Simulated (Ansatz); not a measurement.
We consider zinc-blende AlSb, described by LDA (PAW; Ansatz, an electronic-structure program).

Settings: plane-wave cutoff 520 eV, 10×10×10 k mesh, Fermi–Dirac smearing 0.01 eV, scalar-relativistic PAW data made under PBE.

The cell has the measured lattice: a = 6.136 Å, b = 6.136 Å, c = 6.136 Å, α = 90.00°, β = 90.00°, γ = 90.00°.

Q: Give the computed band gap, smallest direct gap on the k points sampled and width of the whole s-p valence band.

A: 
* **band gap**: 1.14 eV
* **smallest direct gap on the k points sampled**: 1.43 eV
* **width of the whole s-p valence band**: 10.78 eV

Measured, for comparison: band gap 1.73 eV (zero-point renormalisation of 35 meV (experimental, the table's column) added back here, indirect; inputs from Miglio et al. (2020), arXiv:2011.12765).

Note: cell and atoms aren't relaxed at this level (pressure -0.8 GPa).

Spin–orbit coupling is not included; with these elements it can move the gap by several tenths of an eV or more.

Static lattice: no zero-point or thermal effects.

The result took roughly 14 core-seconds.
